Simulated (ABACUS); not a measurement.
## HfO2: single point with PBEsol

Crystal: HfO2.

```xyz
3
Lattice="0.0000 2.5575 2.5575 2.5575 0.0000 2.5575 2.5575 2.5575 0.0000" Properties=species:S:1:pos:R:3 pbc="T T T"
Hf   -0.0370   -0.0159    0.0251
O     3.8515    3.8457    3.8239
O     1.2535    1.2817    1.2562
```

The cell isn't the ideal one: atoms moved at random, drawn with an rms of 0.05 Å.

| Property | Result |
| --- | --- |
| Program | ABACUS 3.10.1 |
| Task | single point |
| Functional | PBEsol |
| Potentials or basis | PseudoDojo NC SR 0.4.1 PBEsol standard |
| Cutoff | 1143 eV |
| Density cutoff | 4572 eV |
| Basis | plane waves |
| k mesh | 9 × 9 × 9 |
| Occupations | fermi-dirac, width 0.05 eV |
| Spin | no spin polarisation |
| Radial cutoff of the potentials (pseudo_rcut) | 7 bohr |
| SCF threshold on the density | 1e-08 |
| Max SCF steps | 100 |
| Eigensolver | dav |
| Mixing | broyden |
| Mixing share | 0.7 |
| Symmetry key | 1 |
| Bands | 16 |

The pressure is -12.8 GPa, the largest force is 0.387 eV/Å and the band gap on the k mesh is 3.75 eV, indirect (least direct gap 3.86 eV).

Forces in eV/Å, atoms in the order of the input:
```
Hf   0.102  0.046 -0.118
O   -0.380 -0.058 -0.042
O    0.278  0.012  0.160
```

Stress tensor (GPa, compression positive):
```
-12.72   0.34  -0.05
  0.34 -12.88   0.79
 -0.05   0.79 -12.84
```

Levels at points of the mesh, in eV from the valence-band top:
```csv
k point,band 8,band 9,band 10,band 11,band 12,band 13,band 14,band 15
"(0.00, 0.00, 0.00)",-5.19,-5.14,-0.61,-0.58,-0.57,3.84,3.86,5.49
```

Run time: 53 s on 4 MPI ranks on Intel(R) Xeon(R) 6975P-C (Granite Rapids) (shared host), peak memory 0.64 GiB a rank.

Caveat: spin-orbit coupling is left out, which moves the levels of the heavy elements; an odd mesh through Γ misses points on the zone boundary, where band edges often lie.
